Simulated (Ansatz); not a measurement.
SnO: energy along a strain

SnO, Pmn2_1, a = 3.355 Å, b = 5.674 Å, c = 4.222 Å (as given, not relaxed at this level: -4.6 GPa, forces to 0.42 eV/Å). This isn't the usual stable structure of the compound. Ansatz: PBEsol+D3(BJ), PAW, 420 eV, Γ-centred 8×6×6 mesh on 4 atoms, Gaussian smearing 0.05 eV; no spin polarisation. Cell vectors (Å): 3.355 0.000 0.000; 0.000 5.674 0.000; 0.000 0.000 4.222. The cell is strained by x per cent times the pattern (1 1 0 0 0 0) in the order xx yy zz yz xz xy (engineering shears), with fractional coordinates held. y is the free energy over the start, V0 = 20.093 Å³/atom.

| x (%) | y (meV/atom) |
| --- | --- |
| -2.00 | ? |
| -1.50 | -13.08 |
| -1.00 | -9.89 |
| -0.50 | -5.51 |
| 0.00 | 0.00 |
| 0.50 | 6.58 |
| 1.00 | 14.18 |
| 1.50 | 22.79 |
| 1.75 | 27.46 |
| 2.00 | 32.38 |

Q: Fit y = c1 x + c2 x² + c3 x³ to the other rows, get the stiffness along the pattern, and predict the missing energy.

A: Least squares on the rows shown. y = 12.084 x + 2.1576 x² − 0.053777 x³. The clamped-ion stiffness p·C·p = 2 × 21.58 eV × 160.2 / 20.093 Å³ = 344 GPa (second derivative at the start, which stands under stress). At x = -2.00 the fit asked for gives -15.11 meV/atom. The run gave -15.07 meV/atom, so the fit is 0.04 meV/atom too low, a small miss on the scale of the series.

Cost: 10 runs of about 3.5 core-minutes in all, on Intel Xeon Processor @ 2.50GHz (Skylake/Cascade Lake) (shared hosts).